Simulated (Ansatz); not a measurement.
**The polar optical mode of LiF at 4.7 GPa, worked through**

Level of theory: DFT r2SCAN+D3(BJ), scalar-relativistic, plane waves, PAW (Ansatz 0.2.0). Plane waves to 500 eV; Γ-centred k mesh 10×10×10; fixed occupations. No spin polarisation. Phonons by linear response, acoustic sum rule imposed.

The cell is fixed (symmetry leaves no force on the atoms) and stands under 4.7 GPa:
```cif
data_structure
_symmetry_space_group_name_H-M 'Pm-3m'
_symmetry_Int_Tables_number 221
_cell_length_a 2.4550
_cell_length_b 2.4550
_cell_length_c 2.4550
_cell_angle_alpha 90.000
_cell_angle_beta 90.000
_cell_angle_gamma 90.000
_cell_volume 14.80
loop_
_atom_site_label
_atom_site_type_symbol
_atom_site_symmetry_multiplicity
_atom_site_Wyckoff_symbol
_atom_site_fract_x
_atom_site_fract_y
_atom_site_fract_z
_atom_site_occupancy
Li1 Li 1 a 0.00000 0.00000 0.00000 1
F1 F 1 b 0.50000 0.50000 0.50000 1
```

The cell is the ideal cubic caesium chloride prototype; this isn't the usual structure of the compound.

Linear response gives ν_TO = 112.7 cm⁻¹, Born charges ±1.089 e (positive on Li) and ε∞ = 2.082. The primitive cell holds 14.796 Å³, and the masses are 6.940 and 18.998 amu.

**Question.** Find ν_LO and the static dielectric constant.

**Answer.** The long-wave field adds a restoring force: ω_LO² − ω_TO² = Z*²e²/(ε_vac ε∞ μV). In these units ν_LO² − ν_TO² = 4.92064×10⁷ Z*²/(μ V ε∞) cm⁻², with μ = m₁m₂/(m₁ + m₂) = 5.083 amu: 372916 cm⁻². So ν_LO = √(112.7² + 372916) = 621.0 cm⁻¹, and the run gives 621.0. Lyddane–Sachs–Teller then gives ε0 = ε∞ (ν_LO/ν_TO)² = 63.23, against 63.23 in the run (it forms both from the same three quantities, so the match checks the arithmetic only). Between ν_TO and ν_LO the dielectric function is negative and an undamped crystal reflects fully: a reststrahlen band from 16.1 to 88.8 μm.

**Question.** What do the Clausius–Mossotti polarisability and the Szigeti charge come to?

**Answer.** With the Lorentz local field, α = (3V/4π)(ε∞ − 1)/(ε∞ + 2) = 0.94 Å³ for the pair, and e_S = 3Z*/(ε∞ + 2) = 0.80 e. The Born charge includes the electrons' response to the dipole's own local field, and e_S takes that enhancement out. The Lorentz field assumes point-like polarisable ions, a fair picture at this small ε∞.

**Question.** How strongly does a slow electron couple to the LO mode?

**Answer.** For one isotropic parabolic band, Fröhlich's constant is α_F = (1/ε∞ − 1/ε0) √(m* Ry/ħω_LO), with Ry = 13.606 eV, ħω_LO = 77.0 meV and m* in free-electron masses: α_F = 0.4646 × 13.29 × √m* = 6.18 √m*. The band mass isn't part of this run; for m* = 0.1, 0.3 and 1 it gives 1.95, 3.38, 6.18. In weak coupling the polaron lies α_F ħω_LO below the band edge (260 meV at m* = 0.3) with a mass m*(1 + α_F/6); past α_F of about 5 or 6 that expansion fails. A semilocal functional's ε∞ tends to be too large, which taken alone lowers α_F.

Cost: 1 run of about 1 core-minutes, on Intel Xeon Processor @ 2.50GHz (Skylake/Cascade Lake) (shared hosts).